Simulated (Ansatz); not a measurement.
# In in Ansatz: the effect of functional

Crystal: In.

```xyz
1
Lattice="-1.6574 1.6574 2.5222 1.6574 -1.6574 2.5222 1.6574 1.6574 -2.5222" Properties=species:S:1:pos:R:3 pbc="T T T"
In    0.0000    0.0000    0.0000
```

The cell isn't the ideal one: volume scaled by 1.06.

Alike in all runs:

- Program: Ansatz 0.2.0
- Task: single point
- Potentials or basis: Ansatz PAW
- k mesh: 11 × 11 × 11
- Occupations: fermi-dirac, width 0.05 eV
- Spin: no spin polarisation

```csv
functional,cutoff,pressure (GPa)
LDA,420 eV (not typed: the program's choice for these potentials),-4.3
PBEsol,420 eV (not typed: the program's choice for these potentials),?
r2SCAN,500 eV (not typed: the program's choice for these potentials),-1.9
```

Question: What does the run with functional PBEsol give?

Answer: Pressure -2.9 GPa.

Caveats: the PAW data sets come from PBE, with cores solved anew for the run's functional, which leaves a small shift of forces and pressure.
